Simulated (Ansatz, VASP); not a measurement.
# GaP: VASP beside Ansatz, part 2 of 2

Aim: how closely do two programs agree when they are given the same cell, functional and k mesh?

VASP 6.6.1 and Ansatz 0.2.0.

So far: The structure; Ansatz: band structure, HSE06; VASP: band structure, HSE06.

### 4. Differences

Known differences besides the potentials themselves: exact exchange at q = 0 is treated differently, which shows on coarse meshes; VASP keeps PBE cores, Ansatz makes them for the functional; the cutoff is 420 eV in Ansatz and 400 eV in VASP; VASP takes a coarser grid for exact exchange (PRECFOCK = Fast). Total energies have different zeros and are not compared.

Both answers:

| quantity | Ansatz | VASP | difference |
| --- | --- | --- | --- |
| gap over the path points (eV) | 2.317 | 2.319 | -0.003 |

Levels at points of the path, from each program's valence-band top (eV; 3 filled, then empty):

| k (reciprocal lattice) | Ansatz | VASP |
| --- | --- | --- |
| 0.000 0.000 0.000 | 0.00 0.00 0.00 2.86 4.79 4.79 | 0.00 0.00 0.00 2.86 4.80 4.80 |
| 0.400 0.000 0.400 | -6.50 -2.74 -2.74 2.32 3.09 10.72 | -6.49 -2.74 -2.74 2.32 3.09 10.74 |
| 0.500 0.000 0.500 | -7.33 -2.93 -2.93 2.32 2.60 12.08 | -7.33 -2.92 -2.92 2.33 2.60 12.10 |
| 0.500 0.200 0.700 | -7.11 -3.80 -3.62 4.90 5.25 7.89 | -7.11 -3.80 -3.62 4.91 5.26 7.91 |
| 0.400 0.350 0.750 | -7.09 -4.25 -2.57 3.14 5.78 9.00 | -7.08 -4.25 -2.56 3.14 5.79 9.02 |
| 0.150 0.150 0.300 | -3.61 -1.89 -0.43 4.17 5.42 5.58 | -3.61 -1.89 -0.43 4.17 5.43 5.59 |
| 0.200 0.200 0.200 | -3.17 -0.52 -0.52 3.27 5.54 5.54 | -3.17 -0.52 -0.52 3.27 5.54 5.54 |
| 0.550 0.400 0.550 | -7.08 -2.67 -1.58 3.62 5.51 6.53 | -7.08 -2.67 -1.58 3.62 5.51 6.54 |
| 0.600 0.250 0.650 | -7.09 -4.25 -2.57 3.14 5.78 9.00 | -7.08 -4.25 -2.56 3.14 5.79 9.02 |
| 0.500 0.250 0.750 | -7.08 -3.89 -3.69 5.53 6.01 7.07 | -7.08 -3.88 -3.68 5.54 6.01 7.08 |

Among the levels compared at these points, filled levels agree within 5 meV and empty ones within 22 meV.

### 5. VASP: band structure, PBE0

The same path points are solved in both programs, so levels can be compared one by one.

The run reads the wave functions of an earlier VASP run, which isn't shown here.

Input file INCAR:

```
SYSTEM = GaP
PREC = Accurate
ENCUT = 400
EDIFF = 1E-06
NELM = 100
ISMEAR = 0
SIGMA = 0.02
LREAL = .FALSE.
ALGO = Normal
LHFCALC = .TRUE.
AEXX = 0.25
GGA = PE
LASPH = .TRUE.
NBANDS = 15
PRECFOCK = Fast
HFRCUT = -1
LORBIT = 11
LWAVE = .FALSE.
LCHARG = .FALSE.
KPAR = 4
```

Input file POSCAR:

```
GaP
1.0
    0.0000000000      2.7252500000      2.7252500000
    2.7252500000      0.0000000000      2.7252500000
    2.7252500000      2.7252500000      0.0000000000
Ga P
1 1
Direct
    0.0000000000      0.0000000000      0.0000000000
    0.2500000000      0.2500000000      0.2500000000
```

Input file KPOINTS:

```
Automatic mesh
0
Gamma
4 4 4
0 0 0
```

Input file KPOINTS_OPT:

```
Line mode
6
Line-mode
Reciprocal
  0.00000000   0.00000000   0.00000000 GAMMA
  0.50000000   0.00000000   0.50000000 X

  0.50000000   0.00000000   0.50000000 X
  0.50000000   0.25000000   0.75000000 W

  0.50000000   0.25000000   0.75000000 W
  0.37500000   0.37500000   0.75000000 K

  0.37500000   0.37500000   0.75000000 K
  0.00000000   0.00000000   0.00000000 GAMMA

  0.00000000   0.00000000   0.00000000 GAMMA
  0.50000000   0.50000000   0.50000000 L

  0.50000000   0.50000000   0.50000000 L
  0.62500000   0.25000000   0.62500000 U

  0.62500000   0.25000000   0.62500000 U
  0.50000000   0.25000000   0.75000000 W

  0.50000000   0.25000000   0.75000000 W
  0.50000000   0.50000000   0.50000000 L

  0.50000000   0.50000000   0.50000000 L
  0.37500000   0.37500000   0.75000000 K

  0.62500000   0.25000000   0.62500000 U
  0.50000000   0.00000000   0.50000000 X
```

The projector-augmented-wave data sets are Ga_d and P (PBE family, release 64).

Started as:

```console
$ mpirun -np 4 vasp_std
```

Numbers of over 12 decimals in the logs are rounded to 6 here.

The program printed:

```text
[banner, memory and clock lines left out]
running    4 mpi-ranks, on    1 nodes
[...]
LDA part: xc-table for (Slater+PW92), standard interpolation
 found WAVECAR, reading the header
 POSCAR, INCAR and KPOINTS ok, starting setup
[...]
HFRCUT set to (new)   8.520141
 reading WAVECAR
 the WAVECAR file was read successfully
 initial charge from wavefunction
 entering main loop
       N       E                     dE             d eps       ncg     rms          rms(c)
DAV:   1    -0.115658923502E+02   -0.11566E+02   -0.49874E-01   343   0.159E+01    0.132E+00
DAV:   2    -0.115643650797E+02    0.15273E-02   -0.51777E-02   337   0.352E+00    0.108E+00
DAV:   3    -0.115629580530E+02    0.14070E-02   -0.57748E-03   325   0.138E+00    0.640E-01
DAV:   4    -0.115626783584E+02    0.27969E-03   -0.88679E-04   312   0.347E-01    0.344E-01
[...]
DAV:   8    -0.115625485811E+02    0.38606E-05   -0.98512E-07   162   0.901E-03    0.341E-02
DAV:   9    -0.115625470556E+02    0.15255E-05   -0.57799E-07   134   0.612E-03    0.177E-02
DAV:  10    -0.115625464727E+02    0.58290E-06   -0.22350E-07   120   0.377E-03
   1 F= -.11562546E+02 E0= -.11562546E+02  d E =-.530651E-39
 Start KPOINTS_OPT (optional k-point list driver)
k-point batch [1-8\60]
       N       E                     dE             ncg
DAV:   1    -0.336878805171E+03   -0.31219E+04      248
DAV:   2    -0.108127638866E+04   -0.74440E+03      254
DAV:   3    -0.113844083507E+04   -0.57164E+02      303
DAV:   4    -0.113977964933E+04   -0.13388E+01      303
DAV:   5    -0.113980338218E+04   -0.23733E-01      338
DAV:   6    -0.113980409897E+04   -0.71679E-03      364
DAV:   7    -0.113980411961E+04   -0.20641E-04      331
DAV:   8    -0.113980412051E+04   -0.90277E-06      276
[...]
k-point batch [57-60\60]
       N       E                     dE             ncg
DAV:   1     0.223711316948E+04   -0.26440E+04      120
DAV:   2     0.186692215688E+04   -0.37019E+03      127
DAV:   3     0.184144935711E+04   -0.25473E+02      148
DAV:   4     0.184090887182E+04   -0.54049E+00      169
DAV:   5     0.184089901947E+04   -0.98524E-02      177
DAV:   6     0.184089865150E+04   -0.36797E-03      193
DAV:   7     0.184089864778E+04   -0.37189E-05      176
DAV:   8     0.184089864775E+04   -0.31617E-07      144
```

From OUTCAR (step 5):

```text
 POSITION                                       TOTAL-FORCE (eV/Angst)
 -----------------------------------------------------------------------------------
      0.00000      0.00000      0.00000        -0.000000     -0.000000     -0.000000
      1.36262      1.36262      1.36262         0.000000      0.000000      0.000000
 -----------------------------------------------------------------------------------
    total drift:                               -0.000048     -0.000043     -0.000023

  FREE ENERGIE OF THE ION-ELECTRON SYSTEM (eV)
  ---------------------------------------------------
  free  energy   TOTEN  =       -11.5625464727 eV

  energy  without entropy=      -11.5625464727  energy(sigma->0) =      -11.56254647

[... 2 parts as in an earlier step ...]

[... 1 further part left out ...]
[key lines of the parts left out:]
E-fermi :   4.0512
```

The k-mesh is coarse for unscreened exact exchange, which converges slowly with it.

### 6. Ansatz: band structure, PBE0

The same cell, functional, mesh and smearing now go to Ansatz, which takes its cutoff from its data sets.

Input file input.yaml:

```yaml
crystal:
  lattice:
    - [0.0, 2.72525, 2.72525]
    - [2.72525, 0.0, 2.72525]
    - [2.72525, 2.72525, 0.0]
  atoms:
    - { symbol: Ga, position: [0.0, 0.0, 0.0] }
    - { symbol: P, position: [0.25, 0.25, 0.25] }
hamiltonian:
  xc: pbe0
  pseudopotentials: { kind: paw }
kpoints:
  mp_grid: { grid: [4, 4, 4] }
  band_path:
    path:
      - [0.0, 0.0, 0.0]
      - [0.4, 0.0, 0.4]
      - [0.5, 0.0, 0.5]
      - [0.5, 0.2, 0.7]
      - [0.4, 0.35, 0.75]
      - [0.15, 0.15, 0.3]
      - [0.2, 0.2, 0.2]
      - [0.55, 0.4, 0.55]
      - [0.6, 0.25, 0.65]
      - [0.5, 0.25, 0.75]
      - [0.5, 0.5, 0.5]
      - [0.375, 0.375, 0.75]
      - [0.5, 0.0, 0.5]
    npoints: 1
scf:
  occupations: { method: gaussian, width: 0.02 }
  n_extra_bands: 7
output:
  forces: true
  stress: true
  eigenvalues: true
```

Started as:

```console
$ ansatz run input.yaml --threads 4 --pin off --max-ram 9216MiB --backend cpu --events-out ev --progress --plain --runs-dir out
```

The program printed:

```text
[...]
Crystal: 2 atoms, lattice volume = 40.481 Å³
Basis set: ecut = 420 eV, 749 PW (Γ), exchange–correlation on 54×54×54 points (8 copies of the dense FFT grid, shifted against one another)
Bands: 16, of which v1, the nominal top of the filled ones, is band 9 counted from 1 (8 counted from 0)
Symmetry: 24 space group operations
[...]
k-points: 8 of 64 (time reversal used)
[...]
--- Band table (eV; the first three rows and the last of 8) ---
  k-point 0: bands = [... 5 lower, -7.5341, 6.3072, 6.3072, 6.3072, 9.8375, 11.7914, 11.7914, 11.7914, ... 3 higher]
  k-point 1: bands = [... 5 lower, -6.6998, 2.1029, 5.5930, 5.5930, 10.0677, 12.7093, 12.7093, 14.4578, ... 3 higher]
  k-point 2: bands = [... 5 lower, -5.2989, -1.0012, 5.0773, 5.0773, 9.5359, 12.6456, 12.6456, 16.2825, ... 3 higher]
  k-point 7: bands = [... 5 lower, -4.2204, -0.8470, 2.3767, 2.5821, 12.5361, 13.0276, 14.0725, 14.1799, ... 3 higher]
[key lines of the parts left out:]
Free energy (F): -4540.708584 eV
Fermi energy:    7.804441 eV
P = ⅓ Tr σ = 0.9053 GPa (9.053 kbar)
```

It took 10 s on 4 threads of AMD EPYC 7R13 (Zen 3), shared host; peak memory 0.63 GiB; 35 s of CPU time.

Between step 4 and this run (PBE0) the value for the gap on path moves from 2.32 eV to 2.98 eV.

### 7. Side by side

Compared:

| quantity | Ansatz | VASP | difference |
| --- | --- | --- | --- |
| gap over the path points (eV) | 2.982 | 2.994 | -0.012 |

Levels at points of the path, from each program's valence-band top (eV; 3 filled, then empty):

| k (reciprocal lattice) | Ansatz | VASP |
| --- | --- | --- |
| 0.000 0.000 0.000 | 0.00 0.00 0.00 3.53 5.48 5.48 | 0.00 0.00 0.00 3.55 5.50 5.50 |
| 0.400 0.000 0.400 | -6.56 -2.77 -2.77 2.98 3.78 11.45 | -6.56 -2.77 -2.77 2.99 3.79 11.48 |
| 0.500 0.000 0.500 | -7.41 -2.96 -2.96 2.99 3.28 12.81 | -7.40 -2.96 -2.96 3.01 3.29 12.83 |
| 0.500 0.200 0.700 | -7.18 -3.85 -3.66 5.59 5.95 8.61 | -7.18 -3.84 -3.65 5.59 5.95 8.62 |
| 0.400 0.350 0.750 | -7.15 -4.32 -2.60 3.81 6.49 9.73 | -7.15 -4.31 -2.60 3.82 6.50 9.74 |
| 0.150 0.150 0.300 | -3.66 -1.89 -0.41 4.84 6.11 6.26 | -3.66 -1.88 -0.42 4.84 6.12 6.26 |
| 0.200 0.200 0.200 | -3.20 -0.52 -0.52 3.95 6.23 6.23 | -3.20 -0.52 -0.52 3.96 6.24 6.24 |
| 0.550 0.400 0.550 | -7.16 -2.69 -1.60 4.29 6.20 7.23 | -7.15 -2.69 -1.60 4.30 6.21 7.24 |
| 0.600 0.250 0.650 | -7.15 -4.32 -2.60 3.81 6.49 9.73 | -7.15 -4.31 -2.60 3.82 6.50 9.74 |
| 0.500 0.250 0.750 | -7.15 -3.93 -3.73 6.23 6.72 7.76 | -7.15 -3.92 -3.71 6.24 6.72 7.78 |

Among the levels compared at these points, filled levels agree within 14 meV and empty ones within 26 meV.

### 8. Outcome

| Property | Result |
| --- | --- |
| difference in gap over the path points (band structure, HSE06) | -0.0027 eV |
| difference in gap over the path points (band structure, PBE0) | -0.012 eV |

**Reading.** The difference in gap over the path points is -0.012 eV (band structure, PBE0), within the 0.08 eV picked in this series as the mark of a large difference. How closely two codes agree says nothing of how well the functional describes the real material.

[Lines on the potential files, build, host, timing and source positions are cut from VASP's logs without a mark.]

[Logs are printed without paths, hosts, clocks, repeated set-up lines and the standing remarks that a program may print on its own settings, such as how far it seeks lower states.]

[Hosts, paths, dates, database ids (printed as entryN), source tags and the programs' standing remarks are cut or masked in the printed files.]
